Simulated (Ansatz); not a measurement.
# ScAl2: the cost of one run

Program: Ansatz 0.2.0. Level of theory: DFT PBE, scalar-relativistic, plane waves, PAW. These are calculated values, not measurements.

### Step 1. The system as given

The structure is tetragonal, space group I4/mmm (No. 139). Conventional cell: a = 2.861 Å, b = 2.861 Å, c = 12.140 Å, α = 90.00°, β = 90.00°, γ = 90.00°. Sc (site symmetry 4/mmm) is surrounded by 4 Sc at 2.86 Å and 8 Al at 2.86 Å. Al (site symmetry 4mm) is surrounded by 8 Al at 2.86 Å and 4 Sc at 2.86 Å.

Coordinates:

```cif
data_structure
_symmetry_space_group_name_H-M 'I4/mmm'
_symmetry_Int_Tables_number 139
_cell_length_a 2.8613
_cell_length_b 2.8613
_cell_length_c 12.1396
_cell_angle_alpha 90.000
_cell_angle_beta 90.000
_cell_angle_gamma 90.000
_cell_volume 99.39
loop_
_atom_site_label
_atom_site_type_symbol
_atom_site_symmetry_multiplicity
_atom_site_Wyckoff_symbol
_atom_site_fract_x
_atom_site_fract_y
_atom_site_fract_z
_atom_site_occupancy
Sc1 Sc 2 a 0.00000 0.00000 0.00000 1
Al1 Al 4 e 0.50000 0.50000 0.16667 1
```

The start is an ordering of an alloy on its end members' structure types: elements ordered on the sites of the Hf type, Al/Sc on Hf (I4/mmm, No. 139).

### Step 2. Probe: one point on a coarse mesh

input.yaml reads:

```yaml
crystal:
  lattice:
    - [-1.43066425, 1.43066425, 6.06979434]
    - [1.43066425, -1.43066425, 6.06979434]
    - [1.43066425, 1.43066425, -6.06979434]
  atoms:
    - { symbol: Sc, position: [0.0, 0.0, 0.0] }
    - { symbol: Al, position: [0.66666667, 0.66666667, 0.0] }
    - { symbol: Al, position: [0.33333333, 0.33333333, 0.0] }
basis:
  ecutwfc: 420
kpoints:
  mp_grid: { grid: [8, 8, 8] }
hamiltonian:
  xc: pbe
scf:
  occupations: { method: gaussian, width: 0.1 }
  lower_state_search: "off"
output:
  forces: true
  stress: true
  eigenvalues: true
```

On the command line:

```console
$ ansatz run input.yaml --threads 1 --pin off --max-ram 2560MiB --backend cpu --events-out ev --progress --plain --runs-dir out
```

Q: Estimate wall time and peak memory on 1 thread of Intel Xeon at 2.50GHz (Skylake/Cascade Lake), shared host.

About 3.9 s, with a peak of 0.35 GiB.
